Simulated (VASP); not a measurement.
# CdS (P2_1/m) in VASP: a series of runs, part 2 of 2

VASP 6.6.1. The steps go on from the part before.

### Step 3. Single point, PBE (shear_xy strain -3.1%)

Contents of INCAR:

```
ALGO     = Fast           # electronic algorithm
EDIFF    = 1E-6           # SCF threshold, eV
ENCUT    = 520            # plane-wave cutoff, eV
GGA      = PE             # functional
ISIF     = 2              # what is computed and relaxed
ISMEAR   = -1             # smearing method
LASPH    = True           # aspherical terms in the spheres
LCHARG   = True           # write CHGCAR
LELF     = True           # ELF
LREAL    = False          # projectors in reciprocal space
LVHAR    = True         
LWAVE    = False          # write WAVECAR
NBANDS   = 26             # bands
NELM     = 100            # most SCF steps
PREC     = Accurate       # precision mode
SIGMA    = 0.02           # smearing width, eV
```

Contents of KPOINTS:

```
k-points
0
Gamma
  6 6 4
```

Contents of POSCAR:

```
CdS
1.0
    4.4085296658     -0.0678913569      0.0000000000
   -2.2630604726      3.8518443624      0.0000000000
    0.0000000000      0.0000000000      5.7481181665
Cd S
2 2
Direct
    0.3346351485      0.6665815758      0.2500000000
    0.6653648515      0.3334184242      0.7500000000
    0.6596241547      0.3329732743      0.2500000000
    0.3403758453      0.6670267257      0.7500000000
```

Potentials or basis: VASP PAW PBE potentials, release 64 (Cd, S).

On the command line:

```
cat potpaw_PBE.64/Cd/POTCAR potpaw_PBE.64/S/POTCAR > POTCAR
mpirun -np 1 vasp_std > vasp.out
```

OUTCAR:

```text
EDIFF = 1E-6
   ENCUT = 520
   GGA = PE
   ISIF = 2
   ISMEAR = -1
   LASPH = True
   LREAL = False
   NELM = 100
   PREC = Accurate

 ion  position               nearest neighbor table
   1  0.335  0.667  0.250-   3 2.54   3 2.55   3 2.55   4 2.87   4 2.87
   2  0.665  0.333  0.750-   4 2.54   4 2.55   4 2.55   3 2.87   3 2.87
   3  0.660  0.333  0.250-   1 2.54   1 2.55   1 2.55   2 2.87   2 2.87
   4  0.340  0.667  0.750-   2 2.54   2 2.55   2 2.55   1 2.87   1 2.87

[... 902 lines left out ...]
  Direction    XX          YY          ZZ          XY          YZ          ZX
  --------------------------------------------------------------------------------------
  -------------------------------------------------------------------------------------
  Total        1.0906746      1.1155681      1.0172290      0.2323137      0.0000000      0.0000000
  in kB       18.0661226     18.4784623     16.8495566      3.8480846      0.0000000      0.0000000
  external PRESSURE =      17.7980472 kB  Pullay stress =       0.0000000 kB

 VOLUME and BASIS-vectors are now :
 -----------------------------------------------------------------------------
  energy-cutoff  :      520.00
  volume of cell :       96.73
      direct lattice vectors                 reciprocal lattice vectors
     4.408529666 -0.067891357  0.000000000     0.228904101  0.134487215  0.000000000
    -2.263060473  3.851844362  0.000000000     0.004034589  0.261986317  0.000000000
     0.000000000  0.000000000  5.748118167     0.000000000  0.000000000  0.173969980

 POSITION                                       TOTAL-FORCE (eV/Angst)
 -----------------------------------------------------------------------------------
     -0.03327      2.54485      1.43703        -0.002242     -0.000312      0.000000
      2.17873      1.23910      4.31109         0.002242      0.000312      0.000000
      2.15443      1.23778      1.43703        -0.001321      0.000218      0.000000
     -0.00896      2.54617      4.31109         0.001321     -0.000218     -0.000000
 -----------------------------------------------------------------------------------
    total drift:                               -0.000000     -0.000000      0.000000

  FREE ENERGIE OF THE ION-ELECTRON SYSTEM (eV)
  ---------------------------------------------------
  free  energy   TOTEN  =       -11.9150288810 eV

  energy  without entropy=      -11.9150288810  energy(sigma->0) =      -11.91502888
```

OSZICAR:

```text
N       E                     dE             d eps       ncg     rms          rms(c)
DAV:   1     0.253355284834E+03    0.25336E+03   -0.17773E+04  3128   0.128E+03
DAV:   2     0.135300056068E+01   -0.25200E+03   -0.24264E+03  3398   0.321E+02
DAV:   3    -0.129417173519E+02   -0.14295E+02   -0.14205E+02  3720   0.761E+01
DAV:   4    -0.130986242594E+02   -0.15691E+00   -0.15673E+00  3604   0.756E+00
DAV:   5    -0.131008402018E+02   -0.22159E-02   -0.22158E-02  3710   0.922E-01    0.108E+01
RMM:   6    -0.119652780759E+02    0.11356E+01   -0.19538E+00  3121   0.692E+00    0.912E+00
RMM:   7    -0.119173355087E+02    0.47943E-01   -0.50781E-01  3157   0.320E+00    0.385E+00
RMM:   8    -0.119135399172E+02    0.37956E-02   -0.31579E-02  3302   0.114E+00    0.118E+00
RMM:   9    -0.119146941816E+02   -0.11543E-02   -0.66917E-03  3470   0.545E-01    0.249E-01
RMM:  10    -0.119148214403E+02   -0.12726E-03   -0.13589E-03  3535   0.236E-01    0.109E-01
RMM:  11    -0.119150297322E+02   -0.20829E-03   -0.54984E-04  3515   0.158E-01    0.100E-01
RMM:  12    -0.119150239372E+02    0.57950E-05   -0.10637E-04  3625   0.649E-02    0.133E-02
RMM:  13    -0.119150268277E+02   -0.28904E-05   -0.23514E-05  3512   0.315E-02    0.214E-02
RMM:  14    -0.119150292798E+02   -0.24521E-05   -0.94544E-06  3381   0.197E-02    0.115E-02
RMM:  15    -0.119150288810E+02    0.39880E-06   -0.32135E-06  2684   0.138E-02
   1 F= -.11915029E+02 E0= -.11915029E+02  d E =-.282871E-11
```

It took 2.7 min on 1 thread of Intel Xeon Platinum 8488C (Sapphire Rapids), shared host; peak memory 0.31 GiB.

Results:

- Free energy: -11.9150 eV
- Pressure: 1.8 GPa
- Band gap on the k mesh: 0.98 eV, indirect (least direct gap 1.21 eV)

Forces in eV/Å, atoms in the order of the input:
```
Cd  -0.002  0.000  0.000
Cd   0.002  0.000  0.000
S   -0.001  0.000  0.000
S    0.001  0.000  0.000
```

Stress tensor (GPa, compression positive):
```
1.81 0.38 0.00
0.38 1.85 0.00
0.00 0.00 1.68
```

Levels at points of the mesh, in eV from the valence-band top:
```
           k point  band 15  band 16  band 17  band 18  band 19  band 20  band 21  band 22
(0.00, 0.00, 0.00)    -1.13    -0.34    -0.33    -0.22     0.98     1.08     5.58     5.79
(0.50, 0.00, 0.00)    -2.56    -2.41    -1.30    -1.18     2.33     3.59     6.12     6.91
(0.00, 0.50, 0.00)    -2.45    -2.41    -1.32    -1.10     2.51     3.75     6.20     6.77
(0.50, 0.50, 0.00)    -2.42    -2.34    -1.33    -1.02     2.69     3.90     6.26     6.66
(0.00, 0.00, 0.50)    -0.80    -0.80    -0.64    -0.64     2.89     2.89     5.77     5.77
(0.50, 0.00, 0.50)    -1.88    -1.88    -0.44    -0.44     3.76     3.76     5.13     5.13
(0.00, 0.50, 0.50)    -1.78    -1.78    -0.37    -0.37     3.83     3.83     5.12     5.12
(0.50, 0.50, 0.50)    -1.69    -1.69    -0.32    -0.32     3.90     3.90     5.12     5.12
```

A k mesh can miss the band edges.

### Step 4. Single point, r2SCAN (hydrostatic strain +5.3%)

Contents of POSCAR:

```
CdS
1.0
    4.6404183262      0.0000000000      0.0000000000
   -2.3202091631      4.0187201547      0.0000000000
    0.0000000000      0.0000000000      6.0504691821
Cd S
2 2
Direct
    0.3333333333      0.6666666667      0.2500000000
    0.6666666667      0.3333333333      0.7500000000
    0.6666666667      0.3333333333      0.2500000000
    0.3333333333      0.6666666667      0.7500000000
```

Contents of INCAR.step1:

```
ALGO = Normal
EDIFF = 1E-4
ENCUT = 520
GGA = PE
ISMEAR = 0
LASPH = T
LCHARG = F
LREAL = F
LWAVE = T
NBANDS = 26
NELM = 100
PREC = Accurate
SIGMA = 0.01
```

Contents of INCAR.step2:

```
ALGO = Normal
EDIFF = 1E-6
ENCUT = 520
ISIF = 2
ISMEAR = 0
ISTART = 1
LASPH = T
LCHARG = F
LMIXTAU = T
LREAL = F
LWAVE = F
METAGGA = R2SCAN
NBANDS = 26
NELM = 100
PREC = Accurate
SIGMA = 0.01
```

KPOINTS is that of step 3.

On the command line:

```
cat potpaw_PBE.64/Cd/POTCAR potpaw_PBE.64/S/POTCAR > POTCAR
cp INCAR.step1 INCAR
mpirun -np 1 vasp_std > vasp.out
cp INCAR.step2 INCAR
mpirun -np 1 vasp_std > vasp.out
```

Wall time 2.6 min (1 thread of Intel Xeon Platinum 8488C (Sapphire Rapids), shared host); peak memory 0.27 GiB.

Results (log left out):

| Quantity | Value |
| --- | --- |
| Free energy | -58.6816 eV |
| Pressure | -6.9 GPa |
| Band gap on the k mesh | 1.04 eV, indirect (least direct gap 1.19 eV) |

Stress tensor (GPa, compression positive):
```
-7.49  0.00  0.00
 0.00 -7.49  0.00
 0.00  0.00 -5.70
```

Levels at points of the mesh, in eV from the valence-band top:
| k point | band 16 | band 17 | band 18 | band 19 | band 20 | band 21 |
| --- | --- | --- | --- | --- | --- | --- |
| (0.00, 0.00, 0.00) | -0.29 | -0.29 | -0.14 | 1.04 | 1.25 | 6.15 |
| (0.50, 0.00, 0.00) | -1.88 | -0.97 | -0.88 | 2.82 | 3.65 | 6.53 |
| (0.00, 0.00, 0.50) | -0.65 | -0.65 | -0.65 | 2.82 | 2.82 | 6.29 |
| (0.50, 0.00, 0.50) | -1.44 | -0.28 | -0.28 | 3.92 | 3.92 | 5.50 |

Caveat: the PAW data sets were made with another functional, which shifts forces and pressure a little. A k mesh can miss the band edges.

### Step 5. The runs side by side

```csv
level,cell,smearing,gap on the mesh (eV),pressure (GPa)
r2SCAN,shear_xy strain -3.1%,gaussian 0.01 eV,1.45,0.3
PBE,shear_xy strain -3.1%,fermi-dirac 0.02 eV,0.98,1.8
r2SCAN,hydrostatic strain +5.3%,gaussian 0.01 eV,1.04,-6.9
```

Alike in all rows: task single point; potentials or basis VASP PAW PBE potentials, release 64 (Cd, S); no spin polarisation; k mesh 6 × 6 × 4; cutoff (eV) 520.

Caveats: the PAW data sets were made with another functional, which shifts forces and pressure a little (some runs).

Total energies depend on the potentials used, so only differences within one code and one set of settings carry meaning.
